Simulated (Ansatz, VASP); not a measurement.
## Two plane-wave programs on MgO

```
CELL_PARAMETERS angstrom
2.97919 0.00000 0.00000
0.00000 3.23380 0.00000
0.00000 0.00000 7.78149
ATOMIC_POSITIONS crystal
Mg 0.50000 0.50000 0.17091
Mg 0.50000 0.50000 0.82909
Mg 0.00000 0.00000 0.50000
O 0.50000 0.00000 0.32431
O 0.00000 0.50000 0.00000
O 0.50000 0.00000 0.67569
```

Alike in both runs: functional PBE; k mesh 10 × 8 × 4; occupations gaussian, width 0.02 eV; no spin polarisation.

Ansatz relaxed the structure, and its values are those at the end. VASP's run is a single point on that final structure, the one shown.

```csv
,VASP,Ansatz
version,VASP 6.6.1,Ansatz 0.2.0
potentials or method,"VASP PAW PBE potentials, release 64 (Mg, O)","scalar-relativistic, plane waves, PAW"
plane-wave cutoff (eV),520,420
valence electrons in the cell,24,48
```

|  | VASP | Ansatz | Ansatz less VASP |
| --- | --- | --- | --- |
| gap on the k mesh at the Fermi level (eV) | 1.25 | 1.28 | +0.034 |
| least direct gap on the mesh (eV) | 1.60 | 1.64 | +0.031 |
| pressure (GPa) | -0.4 | 0.0 | +0.36 |
| rms of the force components (eV/Å) | 0.003 | 0.000 | -0.0027 |

The two sets of potentials don't hold the same shells in valence.

A k mesh can miss the band edges.
